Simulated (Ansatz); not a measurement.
BN:

```xyz
4
Lattice="2.4982 0.0000 0.0000 -1.2491 2.1635 0.0000 0.0000 0.0000 6.6357" Properties=species:S:1:pos:R:3 pbc="T T T"
N     1.2491    0.7212    1.6589
N     0.0000    1.4424    4.9768
B     1.2491    0.7212    4.9768
B     0.0000    1.4424    1.6589
```

Base run:

```yaml
Program: Ansatz 0.2.0
Functional: PBE
Potentials_or_basis: all-electron LAPW, scalar-relativistic
Cutoff: 526 eV
Density_cutoff: 2105 eV
Basis_error_allowed: 0.001 eV/atom
k_mesh: 12 × 12 × 4
Occupations: fermi-dirac, width 0.05 eV
Spin: no spin polarisation
```

Its results: band gap on the k mesh 4.29 eV, indirect (least direct gap 4.66 eV); pressure 5.0 GPa.

Question: The run is repeated on the same cell with these changes: functional from PBE to PBEsol. What comes out?

Answer: Band gap on the k mesh 4.18 eV, indirect (least direct gap 4.60 eV); pressure 2.1 GPa.

PBEsol binds more tightly than PBE, so the same cell stands under less pressure.

Caveats: this functional lacks dispersion, which binds the layers, so the pressure and a relaxed spacing across them are unreliable.

A k mesh can miss the band edges.

Not every run made on this cell is shown here.
